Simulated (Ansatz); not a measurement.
# KCl (Sylvite) (Fm-3m) in Ansatz: a series of runs

The runs below take KCl (Sylvite) through band structure, with PBEsol.

Program: Ansatz 0.2.0. These are calculated values, not measurements. Logs are shortened: lines on timing, memory, paths and dates and some standing lists are left out, and cuts for length are marked.

**The experiment to reproduce.**

A printed reference work, monograph reports, for a bulk crystal of KCl: band gap 8.68 eV.

The runs below are set against these values where they give the same quantity.

## Step 1: The crystal as given

Symmetry: Fm-3m, No. 225, cubic system. Conventional cell: a = 6.293 Å, b = 6.293 Å, c = 6.293 Å, α = 90.00°, β = 90.00°, γ = 90.00°. K (site symmetry m-3m) is surrounded by 6 Cl at 3.15 Å. Around Cl (site symmetry m-3m) lie 6 K at 3.15 Å.

## Step 2: Band structure, PBEsol

Contents of input.yaml:

```yaml
crystal:
  lattice:
    - [0.0, 3.14647, 3.14647]
    - [3.14647, 0.0, 3.14647]
    - [3.14647, 3.14647, 0.0]
  atoms:
    - { symbol: K, position: [0.0, 0.0, 0.0] }
    - { symbol: Cl, position: [0.5, 0.5, 0.5] }
kpoints:
  mp_grid: { grid: [7, 7, 7] }
  band_path:
    path:
      - [0.0, 0.0, 0.0]
      - [0.5, 0.0, 0.5]
      - [0.5, 0.25, 0.75]
      - [0.375, 0.375, 0.75]
      - [0.0, 0.0, 0.0]
      - [0.5, 0.5, 0.5]
      - [0.625, 0.25, 0.625]
      - [0.5, 0.25, 0.75]
    npoints: 12
scf:
  occupations: { method: fermi_dirac, width: 0.05 }
hamiltonian:
  xc: pbesol
  pseudopotentials: { kind: all_electron, lapw: { basis_error: 0.001 } }
output:
  forces: true
  stress: true
  eigenvalues: true
```

Potentials or basis: all-electron LAPW, scalar-relativistic.

Command:

```bash
$ ansatz run input.yaml --threads 1 --pin off --max-ram 3072MiB --backend cpu --events-out ev --progress --plain --runs-dir out
```

Output:

```text
Warning: RAYON_NUM_THREADS=1 ignored (pool sized by the plan → 1); use --threads N
LAPW: plane waves up to 6.054 Å⁻¹, error target 1.0e-3 eV per atom; small_component_spin mean_spin; Cl in spheres of 1.547 Å, 15 of its electrons in bands, Dirac shells []; K in spheres of 1.599 Å, 9 of its electrons in bands, Dirac shells [] (how accurate: hamiltonian.pseudopotentials.lapw.basis_error, Limitations)
Engine: ansatz 0.2.0, x86_64-unknown-linux-gnu
Pseudopotentials: kind: all_electron
Pseudopotential: K, LAPW, valence charge 9, lapw/all_electron/scalar/gaussian/K, Koelling and Harmon's equation, gaussian nucleus
Pseudopotential: Cl, LAPW, valence charge 15, lapw/all_electron/scalar/gaussian/Cl, Koelling and Harmon's equation, gaussian nucleus
Functional definition: PBEsol
  exchange = pbesol_x
  correlation = pbesol_c
Crystal: 2 atoms, lattice volume = 62.302 Å³
Basis set: ecut = 139.63031782268882 eV, 259 PW (Γ), exchange–correlation at level 2
Bands: 16, of which v1, the nominal top of the filled ones, is band 12 counted from 1 (11 counted from 0)
Symmetry: 48 space group operations
Space group: Fm-3m (ITA 225), of the structure as read, at distance tolerance 4.0e-5 Å
k-points: 20 of 343
Non-local potential: K, projectors of the file, none
Non-local potential: Cl, projectors of the file, none
Initial density: superposition of atomic densities (chi_scale 0.1, normalization cell, long waves kept (reshape's long-wave potential 0.00 eV rms))
Initial wavefunctions: plane waves of lowest kinetic energy (no species holds an atomic orbital)
Functional: x = pbesol(κ = 0.804, μ = 0.12345679012345678), c = pbesol(β = 0.046)
iter 1 solved again at ethr=1.85e-3 eV; its pass at ethr=1.00e-1 eV (dr2=4.45e-1 eV) is discarded
SCF iter   1: F=—  HF=-28906.382890 eV  |F-HF|=—  |Δ(HF+E_count)|=         —  Δρ=1.74e-2  dr2=4.44e-1  ethr=1.85e-3  ⟨swp⟩=2.1  Hψ=2140  notcnv=0
preconditioner: auto → none  [insulator: Δε(μ)=5.712 eV  Ē_g=15.283 eV  σ=0.050 eV  W_gap=1.00  n_scr=14 (ndim 8)  ℏωp=17.6 eV  f_vac=0.000  D(μ)=0.00/eV (n_scr^D=0)  ε∞_Penn≈2.3]
iter 2 solved again at ethr=6.95e-5 eV; its pass at ethr=1.85e-3 eV (dr2=1.67e-2 eV) is discarded
SCF iter   2: F=—  HF=-28906.124659 eV  |F-HF|=—  |Δ(HF+E_count)|=   2.58e-1  Δρ=3.60e-3  dr2=1.67e-2  ethr=6.95e-5  ⟨swp⟩=2.0  Hψ=1753  notcnv=0
SCF iter   3: F=—  HF=-28906.124507 eV  |F-HF|=—  |Δ(HF+E_count)|=   1.52e-4  Δρ=2.66e-3  dr2=1.02e-2  ethr=6.94e-5  ⟨swp⟩=2.0  Hψ=1060  notcnv=0
SCF iter   4: F=—  HF=-28906.130121 eV  |F-HF|=—  |Δ(HF+E_count)|=   5.61e-3  Δρ=7.25e-4  dr2=7.42e-4  ethr=4.24e-5  ⟨swp⟩=2.1  Hψ=1059  notcnv=0
SCF iter   5: F=—  HF=-28906.130846 eV  |F-HF|=—  |Δ(HF+E_count)|=   7.25e-4  Δρ=1.19e-4  dr2=1.94e-5  ethr=3.09e-6  ⟨swp⟩=3.0  Hψ=1044  notcnv=0
SCF iter   6: F=-28906.130852 eV  HF=-28906.130852 eV  |F-HF|=5.95e-8  |Δ(HF+E_count)|=   5.61e-6  Δρ=4.56e-6  dr2=2.68e-8  ethr=8.08e-8  ⟨swp⟩=3.0  Hψ=1027  notcnv=0
SCF 1 converged in 6 iterations: F = -28906.130852 eV  dr2 = 2.68e-8
NSCF: frozen V_eff on 85 k-points
SCF converged after 6 iterations
Free energy (F): -28906.130852 eV
Harris-Foulkes:  -28906.130852 eV  (|F-HF|=5.95e-8)
Internal energy: -28906.130852 eV  (E = F + TS)
E sigma→0 (E₀):  -28906.130852 eV
Fermi energy:    3.810271 eV
--- Per-component energies (eV) ---
  E_band       = -1691.573550
  E_kinetic    = 29078.083855
  E_xc         = -1637.059704
  E_electrostatic = -56347.155002  (all electrons and nuclei)
  E_smearing   = -0.000000  (= −TS)
  E_closure    = 0.000000  (closes the sum)
  E_atoms      = -28899.147947  (free atoms, spherical and without spin; not in F)
  Σ components = -28906.130852   (vs F -28906.130852, Δ=0.00e0)
  Basis errors (estimates in eV, not in F): energy 4.0e-4 per atom: plane waves 3.6e-4 (2.0e-4 summed), levels above the bands 7.0e-59, relativity 1.0e-8, radial functions 3.6e-5, core shells 4.7e-7; eigenvalues (radial functions only) 1.2e-5; not estimated: angular momenta, meshes, grids; target (lapw.basis_error) 1.0e-3; muffin-tin radii Cl 1.547 Å, K 1.599 Å
--- Forces (eV/Å), atoms counted from 1 ---
  atom   1  K     -0.00000000     0.00000000    -0.00000000
  atom   2  Cl     0.00000000    -0.00000000     0.00000000
  max |Σ_I F_I| component: 3.57e-30 eV/Å
--- Stress (GPa, compression-positive) ---
       -0.410474      -0.000000      -0.000000
       -0.000000      -0.410474      -0.000000
       -0.000000      -0.000000      -0.410474
  P = ⅓ Tr σ = -0.4105 GPa (-4.105 kbar)
--- Band table (eV; the first three rows and the last of 20) ---
  k-point 0: bands = ["-241.4435", "-180.6511", "-180.6511", "-180.6511", "-25.8140", "-10.8630", "-9.3415", "-9.3415", "-9.3415", "1.2267", "1.2267", "1.2267", "6.2529", "9.5037", "9.5037", "9.5037"]
  k-point 1: bands = ["-241.4435", "-180.6511", "-180.6511", "-180.6511", "-25.8120", "-10.9011", "-9.3433", "-9.3433", "-9.2932", "0.9771", "1.1600", "1.1600", "6.7390", "9.3495", "9.7588", "9.7588"]
  k-point 2: bands = ["-241.4435", "-180.6511", "-180.6511", "-180.6511", "-25.8073", "-10.9796", "-9.3474", "-9.3474", "-9.1915", "0.5068", "1.0170", "1.0170", "7.7914", "9.2927", "10.4709", "10.4709"]
  k-point 19: bands = ["-241.4435", "-180.6511", "-180.6511", "-180.6511", "-25.7999", "-10.8714", "-9.4504", "-9.4132", "-9.2529", "0.6303", "0.7086", "0.8538", "8.8178", "9.5192", "10.6215", "11.0455"]
```

Wall time 3.1 s (1 thread of Intel Xeon 6975P-C (Granite Rapids), shared host); peak memory 0.28 GiB.

Results:

```yaml
Free_energy: -28906.1309 eV
Pressure: -0.4 GPa
Band_gap_on_the_k_mesh: 5.03 eV, direct
Band_gap_along_the_path: 5.03 eV, direct
```

Levels at the corners of the path, in eV from the valence-band top:
```csv
point,band 9,band 10,band 11,band 12,band 13,band 14,band 15,band 16
Γ,-10.57,0.00,0.00,0.00,5.03,8.28,8.28,8.28
X,-10.63,-0.67,-0.23,-0.23,6.39,8.22,9.90,10.13
W,-10.48,-0.50,-0.49,-0.49,7.90,7.90,9.33,9.77
K,-10.52,-0.58,-0.56,-0.30,7.14,8.93,9.19,9.99
Γ,-10.57,0.00,0.00,0.00,5.03,8.28,8.28,8.28
L,-10.33,-1.08,-0.33,-0.33,7.42,8.49,10.45,10.45
U,-10.52,-0.58,-0.56,-0.30,7.14,8.93,9.19,9.99
W,-10.48,-0.50,-0.49,-0.49,7.90,7.90,9.33,9.77
```

## Step 3: Band structure, PBEsol

input.yaml, as its differences from that of step 2:

```diff
@@ -25,3 +25,6 @@
   xc: pbesol
-  pseudopotentials: { kind: all_electron, lapw: { basis_error: 0.001 } }
+  pseudopotentials:
+    kind: all_electron
+    lapw: { basis_error: 0.001 }
+    relativity: none
 output:
```

Potentials or basis: all-electron LAPW, non-relativistic.

Command:

```bash
$ ansatz run input.yaml --threads 1 --pin off --max-ram 3072MiB --backend cpu --events-out ev --progress --plain --runs-dir out
```

Run time: 3 s. Hardware: 1 thread of Intel Xeon 6975P-C (Granite Rapids), shared host; peak memory 0.28 GiB.

The run converged. Its results:

* Free energy: -28801.7082 eV
* Pressure: -0.4 GPa
* Band gap on the k mesh: 5.11 eV, direct
* Band gap along the path: 5.11 eV, direct

Levels at the corners of the path, in eV from the valence-band top:
| point | band 9 | band 10 | band 11 | band 12 | band 13 | band 14 | band 15 | band 16 |
| --- | --- | --- | --- | --- | --- | --- | --- | --- |
| Γ | -10.57 | 0.00 | 0.00 | 0.00 | 5.11 | 8.26 | 8.26 | 8.26 |
| X | -10.63 | -0.67 | -0.23 | -0.23 | 6.39 | 8.28 | 9.92 | 10.08 |
| W | -10.47 | -0.50 | -0.48 | -0.48 | 7.90 | 7.90 | 9.38 | 9.77 |
| K | -10.50 | -0.58 | -0.56 | -0.30 | 7.14 | 8.93 | 9.24 | 9.99 |
| Γ | -10.57 | 0.00 | 0.00 | 0.00 | 5.11 | 8.26 | 8.26 | 8.26 |
| L | -10.30 | -1.08 | -0.33 | -0.33 | 7.44 | 8.49 | 10.42 | 10.42 |
| U | -10.50 | -0.58 | -0.56 | -0.30 | 7.14 | 8.93 | 9.24 | 9.99 |
| W | -10.47 | -0.50 | -0.48 | -0.48 | 7.90 | 7.90 | 9.38 | 9.77 |

## Step 4: Comparison with measurements

Step 2. A measured gap of KCl is 8.68 eV (a printed reference work, monograph); the calculated 5.03 eV misses it by -3.65 eV. The value is that of PBEsol, without temperature or zero-point motion. Semilocal functionals fall short of measured gaps as a rule.

Step 3. Against the measured gap of KCl, 8.68 eV (a printed reference work, monograph), the calculated 5.11 eV is off by -3.57 eV. The value is that of PBEsol, without temperature or zero-point motion. Semilocal functionals fall short of measured gaps as a rule.
